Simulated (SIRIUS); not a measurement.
## Pd in SIRIUS: the effect of functional

Crystal: Pd.

```
Pd
1.0
     0.00000    1.94650    1.94650
     1.94650    0.00000    1.94650
     1.94650    1.94650    0.00000
Pd
1
Direct
  0.00000 0.00000 0.00000
```

Alike in all runs:

| Item | Value |
| --- | --- |
| Program | SIRIUS 7.12.0 |
| Task | band structure |
| Potentials or basis | PseudoDojo 0.4.1 PBE standard (scalar relativistic) |
| Cutoff | 1127 eV |
| Density cutoff | 4507 eV |
| k mesh | 10 × 10 × 10 |
| Occupations | fermi-dirac, width 0.05 eV |
| Spin | no spin polarisation |

| functional | pressure (GPa) |
| --- | --- |
| LDA | -8.4 |
| PBEsol | -2.7 |
| RPBE | 11.5 |
| BPBE | ? |

Task: What does the run with functional BPBE give?

Result: Pressure 6.6 GPa.

Caveats: this set's palladium file may shift the pressure by some GPa; the potentials were made for another functional, which shifts forces and pressure.

Runs at the PBE level aren't shown here.
